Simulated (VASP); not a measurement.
# SnTe (Fm-3m) in VASP: band structure with PBE

Aim: the band structure of SnTe with PBE.

All numbers are computed with VASP 6.6.1; they aren't measurements. Logs are shortened: lines on timing, memory, paths and dates and some standing lists are left out, and cuts for length are marked.

**What was measured.**

From a printed reference work, textbook, for a bulk crystal of SnTe at 300 K: band gap 0.18 eV (direct).

How close the calculation comes is told below.

### 1 The structure

The structure is cubic, space group Fm-3m (No. 225). The conventional cell has a = 6.413 Å, b = 6.413 Å, c = 6.413 Å, α = 90.00°, β = 90.00°, γ = 90.00°. Sn (site symmetry m-3m) has 6 Te at 3.21 Å as nearest neighbours. Around Te (site symmetry m-3m) lie 6 Sn at 3.21 Å.

### 2 Band structure, PBE

Input file INCAR:

```
SYSTEM = SnTe
ALGO = Fast
EDIFF = 1E-7
ENCUT = 700
GGA = PE
ISIF = 2
ISMEAR = 0
LASPH = .True.
LCHARG = .False.
LREAL = .False.
LWAVE = .False.
NBANDS = 17
NELM = 100
PREC = Accurate
SIGMA = 0.02
```

Input file KPOINTS:

```
k-points
0
Gamma
  8 8 8
  0 0 0
```

Input file POSCAR:

```
SnTe                                    
1.0
    0.0000000000      3.2063976465      3.2063976465
    3.2063976465      0.0000000000      3.2063976465
    3.2063976465      3.2063976465      0.0000000000
  Sn              Te            
     1     1
Direct
     0.0000000000000000    0.0000000000000000    0.0000000000000000
     0.5000000000000000    0.5000000000000000    0.5000000000000000
```

Input file KPOINTS_OPT:

```
path GXWKGLUWLK,UX
15
line-mode
reciprocal
 0.0000000000  0.0000000000  0.0000000000  G
 0.5000000000  0.0000000000  0.5000000000  X

 0.5000000000  0.0000000000  0.5000000000  X
 0.5000000000  0.2500000000  0.7500000000  W

 0.5000000000  0.2500000000  0.7500000000  W
 0.3750000000  0.3750000000  0.7500000000  K

 0.3750000000  0.3750000000  0.7500000000  K
 0.0000000000  0.0000000000  0.0000000000  G

 0.0000000000  0.0000000000  0.0000000000  G
 0.5000000000  0.5000000000  0.5000000000  L

 0.5000000000  0.5000000000  0.5000000000  L
 0.6250000000  0.2500000000  0.6250000000  U

 0.6250000000  0.2500000000  0.6250000000  U
 0.5000000000  0.2500000000  0.7500000000  W

 0.5000000000  0.2500000000  0.7500000000  W
 0.5000000000  0.5000000000  0.5000000000  L

 0.5000000000  0.5000000000  0.5000000000  L
 0.3750000000  0.3750000000  0.7500000000  K

 0.6250000000  0.2500000000  0.6250000000  U
 0.5000000000  0.0000000000  0.5000000000  X
```

Potentials or basis: VASP PAW PBE potentials, release 64 (Sn_d, Te).

The run is started by

```
cat potpaw_PBE.64/Sn_d/POTCAR potpaw_PBE.64/Te/POTCAR > POTCAR
mpirun -np 1 vasp_std > vasp.out
```

OUTCAR:

```text
SYSTEM = SnTe
   EDIFF = 1E-7
   ENCUT = 700
   GGA = PE
   ISIF = 2
   ISMEAR = 0
   LASPH = .True.
   LREAL = .False.
   NELM = 100
   PREC = Accurate

 ion  position               nearest neighbor table
   1  0.000  0.000  0.000-   2 3.21   2 3.21   2 3.21   2 3.21   2 3.21   2 3.21
   2  0.500  0.500  0.500-   1 3.21   1 3.21   1 3.21   1 3.21   1 3.21   1 3.21

  LATTYP: Found a face centered cubic cell.
 ALAT       =     6.4127952930

  Lattice vectors:

 A1 = (   0.0000000000,   3.2063976465,   3.2063976465)
 A2 = (   3.2063976465,   0.0000000000,   3.2063976465)
 A3 = (   3.2063976465,   3.2063976465,   0.0000000000)

Analysis of symmetry for initial positions (statically):
=====================================================================
 Subroutine PRICEL returns:
 Original cell was already a primitive cell.

 Routine SETGRP: Setting up the symmetry group for a
 face centered cubic supercell.

 Subroutine GETGRP returns: Found 48 space group operations
 (whereof 48 operations were pure point group operations)
 out of a pool of 48 trial point group operations.

The static configuration has the point symmetry O_h .

Analysis of symmetry for dynamics (positions and initial velocities):
=====================================================================
 Subroutine PRICEL returns:
 Original cell was already a primitive cell.

 Routine SETGRP: Setting up the symmetry group for a
 face centered cubic supercell.

 Subroutine GETGRP returns: Found 48 space group operations
 (whereof 48 operations were pure point group operations)
 out of a pool of 48 trial point group operations.

The dynamic configuration has the point symmetry O_h .

 Subroutine INISYM returns: Found 48 space group operations
 (whereof 48 operations are pure point group operations),
 and found     1 'primitive' translations

----------------------------------------------------------------------------------------

                                     Primitive cell

  volume of cell :      65.9299

  direct lattice vectors                    reciprocal lattice vectors
     0.000000000  3.206397647  3.206397647    -0.155938238  0.155938238  0.155938238
     3.206397647  0.000000000  3.206397647     0.155938238 -0.155938238  0.155938238
     3.206397647  3.206397647  0.000000000     0.155938238  0.155938238 -0.155938238

  length of vectors
     4.534531038  4.534531038  4.534531038     0.270092951  0.270092951  0.270092951

  position of ions in fractional coordinates (direct lattice)
     0.000000000  0.000000000  0.000000000
     0.500000000  0.500000000  0.500000000

  ion indices of the primitive-cell ions
   primitive index   ion index
                 1           1
                 2           2

----------------------------------------------------------------------------------------

 KPOINTS: k-points

Automatic generation of k-mesh.
 Grid dimensions read from file:
 generate k-points for:    8    8    8

 Generating k-lattice:

  Cartesian coordinates                     Fractional coordinates (reciprocal lattice)
    -0.019492280  0.019492280  0.019492280     0.125000000  0.000000000  0.000000000
     0.019492280 -0.019492280  0.019492280     0.000000000  0.125000000  0.000000000
     0.019492280  0.019492280 -0.019492280     0.000000000  0.000000000  0.125000000

  Length of vectors
     0.033761619  0.033761619  0.033761619

  Shift w.r.t. Gamma in fractional coordinates (k-lattice)
     0.000000000  0.000000000  0.000000000

 Subroutine IBZKPT returns following result:
 ===========================================

 Found     29 irreducible k-points:

 Following reciprocal coordinates:
            Coordinates               Weight
  0.000000  0.000000  0.000000      1.000000
  0.125000  0.000000  0.000000      8.000000
  0.250000  0.000000  0.000000      8.000000
  0.375000  0.000000  0.000000      8.000000
  0.500000  0.000000  0.000000      4.000000
  0.125000  0.125000  0.000000      6.000000
[... 16 lines left out ...]
  0.500000  0.250000  0.125000     48.000000
 -0.375000  0.250000  0.125000     24.000000
 [... further k-points ...]
   k-points           NKPTS =     29   k-points in BZ     NKDIM =     29   number of bands    NBANDS=     17
   number of dos      NEDOS =    301   number of ions     NIONS =      2
   total plane-waves  NPLWV =  64000
   dimension x,y,z NGX =    40 NGY =   40 NGZ =   40
   dimension x,y,z NGXF=    80 NGYF=   80 NGZF=   80
   ions per type =               1   1
   NGX,Y,Z   is equivalent  to a cutoff of  14.66, 14.66, 14.66 a.u.
   NGXF,Y,Z  is equivalent  to a cutoff of  29.33, 29.33, 29.33 a.u.
 SYSTEM =  SnTe
   PREC   = accura    normal or accurate (medium, high low for compatibility)
   ISTART =      0    job   : 0-new  1-cont  2-samecut
   ICHARG =      2    charge: 1-file 2-atom 10-const
   ISPIN  =      1    spin polarized calculation?
   LNONCOLLINEAR =      F non collinear calculations
   LSORBIT =      F    spin-orbit coupling
   LASPH  =      T    aspherical Exc in radial PAW
   ENCUT  =  700.0 eV  51.45 Ry    7.17 a.u.   9.78  9.78  9.78*2*pi/ulx,y,z
   NELM   =    100;   NELMIN=  2; NELMDL= -5     # of ELM steps
   EDIFF  = 0.1E-06   stopping-criterion for ELM
   LREAL  =      F    real-space projection
   EDIFFG = 0.1E-05   stopping-criterion for IOM
   NSW    =      0    number of steps for IOM
   IBRION =     -1    ionic relax: 0-MD 1-quasi-New 2-CG
   NFREE  =      0    steps in history (QN), initial steepest desc. (CG)
   ISIF   =      2    stress and relaxation
   ISYM   =      2    0-nonsym 1-usesym 2-fastsym
   POTIM  = 0.5000    time-step for ionic-motion
   TEBEG  =    0.0;   TEEND  =   0.0 temperature during run
   PSTRESS=    0.0 pullay stress
   NELECT =      20.0000    total number of electrons
   NUPDOWN=      -1.0000    fix difference up-down
   EMIN   =  10.00;   EMAX   =-10.00  energy-range for DOS
   EFERMI =   0.00;   METHOD = LEGACY
   ISMEAR =     0;   SIGMA  =   0.02  broadening in eV -4-tet -1-fermi 0-gaus
   EFERMI_NEDOS =   21; number of points for ismear=-14 and -15
   IALGO  =     68    algorithm
   IMIX   =      4    mixing-type and parameters
     AMIX     =   0.40;   BMIX     =  1.00
     AMIX_MAG =   1.60;   BMIX_MAG =  1.00
  volume/ion in A,a.u.               =      32.96       222.46
  Fermi-wavevector in a.u.,A,eV,Ry     =   1.099995  2.078689 16.462905  1.209989
  Thomas-Fermi vector in A             =   2.236399
   LORBIT       =      0    0 simple, 1 ext, 2 COOP (PROOUT), +10 PAW based schemes
   GGA     = PE    functional components
   LHFCALC =     F    Hartree Fock is set to
   AEXX    =    0.0000 exact exchange contribution
   IVDW    =     0    specifies the selected vdW correction
   LEPSILON=     F    determine dielectric tensor
   LRPA    =     F    only Hartree local field effects (RPA)
 non-spin polarized calculation
 RMM-DIIS sequential band-by-band and
 Gauss-broadening in eV      SIGMA  =   0.02
  energy-cutoff  :      700.00
  volume of cell :       65.93
 maximum number of plane-waves:      2788
   NGX = 19   NGY = 19   NGZ = 19

 number of electron      20.0000001 magnetization

 Free energy of the ion-electron system (eV)
  ---------------------------------------------------
  ext. energy  EPLUGINS =         0.00000000
  ---------------------------------------------------
  free energy    TOTEN  =        -7.56385504 eV

  energy without entropy =       -7.56382790  energy(sigma->0) =       -7.56384147

 E-fermi :   6.3346     XC(G=0):  -9.2600

 val. band max:        6.3072288189   @ k =   0.5000   0.0000   0.0000
 cond. band min:       6.3619471523   @ k =   0.5000   0.0000   0.0000
 fundamental gap:      0.0547183334
 Fermi energy:         6.3345879854

 k-point     1 :       0.0000    0.0000    0.0000
  band No.  band energies     occupation
      1     -15.5732      2.00000
      2     -15.5732      2.00000
      3     -15.5702      2.00000
      4     -15.5702      2.00000
      5     -15.5702      2.00000
      6      -6.1074      2.00000
[... 9 lines left out ...]
     16      11.1617      0.00000
     17      13.1612      0.00000

 k-point     2 :       0.1250    0.0000    0.0000
  band No.  band energies     occupation
      1     -15.5736      2.00000
      2     -15.5736      2.00000
      3     -15.5700      2.00000
      4     -15.5695      2.00000
      5     -15.5695      2.00000
      6      -5.9862      2.00000
[... 9 lines left out ...]
     16      11.4682      0.00000
     17      14.0406      0.00000

 k-point     3 :       0.2500    0.0000    0.0000
  band No.  band energies     occupation
      1     -15.5751      2.00000
      2     -15.5751      2.00000
      3     -15.5695      2.00000
      4     -15.5675      2.00000
      5     -15.5675      2.00000
      6      -5.6476      2.00000
[... 9 lines left out ...]
     16      12.3216      0.00000
     17      15.9384      0.00000

 k-point     4 :       0.3750    0.0000    0.0000
  band No.  band energies     occupation
      1     -15.5766      2.00000
      2     -15.5766      2.00000
      3     -15.5690      2.00000
      4     -15.5654      2.00000
      5     -15.5654      2.00000
      6      -5.2008      2.00000
[... 9 lines left out ...]
     16      13.6491      0.00000
     17      16.3452      0.00000
[... 343 lines left out ...]
      1     -15.5783      2.00000
      2     -15.5732      2.00000
      3     -15.5703      2.00000
      4     -15.5661      2.00000
      5     -15.5656      2.00000
      6      -5.3777      2.00000
[... 9 lines left out ...]
     16      14.2845      0.00000
     17      14.5273      0.00000

 k-point    23 :       0.5000    0.2500    0.1250
  band No.  band energies     occupation
      1     -15.5793      2.00000
      2     -15.5743      2.00000
      3     -15.5690      2.00000
      4     -15.5655      2.00000
      5     -15.5643      2.00000
      6      -4.9950      2.00000
[... 9 lines left out ...]
     16      14.5010      0.00000
     17      16.0194      0.00000

 k-point    24 :      -0.3750    0.2500    0.1250
  band No.  band energies     occupation
      1     -15.5795      2.00000
      2     -15.5750      2.00000
      3     -15.5677      2.00000
      4     -15.5661      2.00000
      5     -15.5636      2.00000
      6      -4.7970      2.00000
[... 9 lines left out ...]
     16      15.6188      0.00000
     17      15.7112      0.00000

 [... further k-points ...]
[... 5 lines left out ...]
  --------------------------------------------------------------------------------------
  -------------------------------------------------------------------------------------
  Total       -0.0004495     -0.0004495     -0.0004495      0.0000000      0.0000000      0.0000000
  in kB       -0.0109222     -0.0109222     -0.0109222      0.0000000      0.0000000      0.0000000
  external PRESSURE =      -0.0109222 kB  Pullay stress =       0.0000000 kB

 VOLUME and BASIS-vectors are now :
 -----------------------------------------------------------------------------
  energy-cutoff  :      700.00
  volume of cell :       65.93
      direct lattice vectors                 reciprocal lattice vectors
     0.000000000  3.206397647  3.206397647    -0.155938238  0.155938238  0.155938238
     3.206397647  0.000000000  3.206397647     0.155938238 -0.155938238  0.155938238
     3.206397647  3.206397647  0.000000000     0.155938238  0.155938238 -0.155938238

 POSITION                                       TOTAL-FORCE (eV/Angst)
 -----------------------------------------------------------------------------------
      0.00000      0.00000      0.00000         0.000000     -0.000000      0.000000
      3.20640      3.20640      3.20640        -0.000000      0.000000      0.000000
 -----------------------------------------------------------------------------------
    total drift:                                0.000000     -0.000000     -0.000000

  FREE ENERGIE OF THE ION-ELECTRON SYSTEM (eV)
  ---------------------------------------------------
  free  energy   TOTEN  =        -7.5638550368 eV

  energy  without entropy=       -7.5638278990  energy(sigma->0) =       -7.56384147
```

Run time: 3.1 min. Hardware: 1 thread of Intel Xeon Platinum 8259CL at 2.50GHz (Skylake/Cascade Lake), shared host; peak memory 0.28 GiB.

What came out:

| Quantity | Value |
| --- | --- |
| Free energy | -7.5639 eV |
| Pressure | 0.0 GPa |
| Band gap on the k mesh | 0.05 eV, direct |
| Band gap along the path | 0.05 eV, direct |

Levels at the corners of the path, in eV from the valence-band top:
```tsv
point	band 8	band 9	band 10	band 11	band 12	band 13
Γ	-1.99	-1.99	-1.99	3.25	3.25	3.25
X	-5.20	-3.48	-3.48	2.39	4.68	4.68
X	-5.20	-3.48	-3.48	2.39	4.68	4.68
W	-4.50	-4.50	-0.81	0.86	4.59	4.59
W	-4.50	-4.50	-0.81	0.86	4.59	4.59
K	-4.83	-3.01	-2.57	2.92	3.00	4.23
K	-4.83	-3.01	-2.57	2.92	3.00	4.23
Γ	-1.99	-1.99	-1.99	3.25	3.25	3.25
Γ	-1.99	-1.99	-1.99	3.25	3.25	3.25
L	-1.67	-1.67	0.00	0.05	0.45	0.45
L	-1.67	-1.67	0.00	0.05	0.45	0.45
U	-4.83	-3.01	-2.57	2.92	3.00	4.23
U	-4.83	-3.01	-2.57	2.92	3.00	4.23
W	-4.50	-4.50	-0.81	0.86	4.59	4.59
W	-4.50	-4.50	-0.81	0.86	4.59	4.59
L	-1.67	-1.67	0.00	0.05	0.45	0.45
L	-1.67	-1.67	0.00	0.05	0.45	0.45
K	-4.83	-3.01	-2.57	2.92	3.00	4.23
U	-4.83	-3.01	-2.57	2.92	3.00	4.23
X	-5.20	-3.48	-3.48	2.39	4.68	4.68
```

Caveat: spin-orbit coupling is left out, which moves the levels of the heavy elements.

### 3 How close it comes

Step 2. A measured gap of SnTe is 0.18 eV (direct; 300 K; a printed reference work, textbook); the calculated 0.05 eV misses it by -0.13 eV. Spin-orbit coupling on Sn, Te is left out. The value is that of PBE, without temperature or zero-point motion. Semilocal functionals fall short of measured gaps as a rule.
